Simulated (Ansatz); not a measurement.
Born–Oppenheimer molecular dynamics of a periodic cell of 16 atoms, Li (start crystal Li, start structure bcc, volume 1.05 times the crystal's). It goes on from the last frame of an earlier run, with new velocities.

Theory: Ansatz, DFT PBE, scalar-relativistic, plane waves, PAW. Settings: cutoff 420 eV, k mesh 2x2x2, fermi-dirac smearing 0.1 eV, no spin polarisation.

```
ensemble        : NPT, Langevin
time step       : 1 fs
steps asked     : 210
set temperature : 630 K
friction        : 0.005 /fs
pressure        : 20 GPa
seed            : 618370
```

First frame:

```xyz
16
Lattice="7.0944 0.0000 0.0000 0.0000 7.0944 0.0000 0.0000 0.0000 7.0944" Properties=species:S:1:pos:R:3
Li -0.629 0.115 1.138
Li 2.613 0.165 0.478
Li 0.332 4.005 1.240
Li 0.054 0.408 4.158
Li 1.858 2.199 2.026
Li 3.569 3.790 -0.518
Li 3.561 0.564 4.721
Li 5.050 2.032 2.152
Li -0.089 4.126 4.214
Li 1.997 5.405 3.151
Li 1.075 1.265 6.197
Li 2.590 2.783 4.290
Li 4.558 5.164 2.380
Li 5.544 1.871 6.652
Li 1.089 5.602 6.274
Li 4.672 5.623 5.748
```

Problem. What does the run give?

Solution. The run went to its last step.

* steps done: 210
* time covered: 210 fs
* mean temperature over the second half: 1340 K
* spread of the potential energy over the second half: 363.1 meV per atom
* mean potential energy of the second half above the start: 447.1 meV per atom
* mean pressure over the second half: 24.7 GPa

The conserved energy stayed within 0.59 meV per atom of its start (net change -0.21 meV per atom), so the integration is sound. The mean temperature of the second half is 113 % above the set value. A run of 0.21 ps of so small a system gives no equilibrium averages. Limits of this set-up: coarse k mesh. The cell's volume went from 357 to 196 Å³.

Problem. What happens to the structure?

Solution. Mean squared displacements from the first frame to the last, about the centre of mass, the cell's change included: Li 1.24 Å². This is one draw of velocities; another would differ in detail.

Problem. How do temperature and energy run in time?

Solution. 
| time (fs) | T (K) | potential energy less start (eV) | conserved less start (meV/atom) | P (GPa) | volume (Å³) |
| --- | --- | --- | --- | --- | --- |
| 0.0 | 591 | 0.000 | 0.00 | 0.3 | 357.1 |
| 7.0 | 577 | 0.084 | -0.06 | 0.9 | 342.5 |
| 14.0 | 792 | -0.091 | -0.22 | 2.6 | 304.9 |
| 21.0 | 1333 | 0.269 | -0.46 | 6.7 | 257.3 |
| 28.0 | 1594 | 2.499 | -0.59 | 14.5 | 210.2 |
| 35.0 | 1564 | 7.388 | -0.52 | 27.3 | 171.2 |
| 42.0 | 1360 | 14.010 | -0.34 | 45.1 | 142.6 |
| 49.0 | 1407 | 20.135 | -0.07 | 65.1 | 124.1 |
| 56.0 | 1928 | 22.837 | -0.21 | 77.4 | 115.7 |
| 63.0 | 1757 | 22.779 | -0.03 | 74.8 | 116.8 |
| 70.0 | 1546 | 19.102 | -0.15 | 60.0 | 126.7 |
| 77.0 | 1474 | 13.413 | -0.44 | 41.4 | 145.0 |
| 84.0 | 1129 | 8.934 | -0.33 | 25.9 | 170.7 |
| 91.0 | 1074 | 5.299 | -0.36 | 15.6 | 202.5 |
| 98.0 | 1068 | 2.836 | -0.30 | 9.0 | 237.2 |
| 105.0 | 896 | 1.687 | -0.15 | 5.3 | 268.5 |
| 112.0 | 831 | 1.225 | -0.04 | 3.6 | 289.6 |
| 119.0 | 861 | 0.841 | -0.03 | 3.3 | 295.8 |
| 126.0 | 1034 | 0.492 | -0.08 | 4.0 | 286.8 |
| 133.0 | 1360 | 0.548 | -0.20 | 6.0 | 264.5 |
| 140.0 | 1402 | 1.682 | -0.26 | 9.8 | 234.6 |
| 147.0 | 1399 | 3.990 | -0.28 | 16.2 | 203.7 |
| 154.0 | 1418 | 7.191 | -0.22 | 25.6 | 176.3 |
| 161.0 | 1703 | 10.604 | -0.19 | 36.6 | 155.4 |
| 168.0 | 1758 | 13.894 | -0.20 | 46.0 | 141.6 |
| 175.0 | 1322 | 16.795 | 0.04 | 51.3 | 134.9 |
| 182.0 | 1326 | 16.515 | 0.02 | 50.6 | 135.3 |
| 189.0 | 1679 | 13.413 | -0.21 | 44.4 | 142.4 |
| 196.0 | 1530 | 10.328 | -0.19 | 35.7 | 155.2 |
| 203.0 | 1307 | 7.248 | -0.19 | 26.6 | 173.5 |
| 210.0 | 1241 | 4.296 | -0.21 | 18.5 | 195.7 |

Run time: 9.4 min on 1 thread of Arm Neoverse V1, with other jobs on the host, peak memory 0.53 GiB.
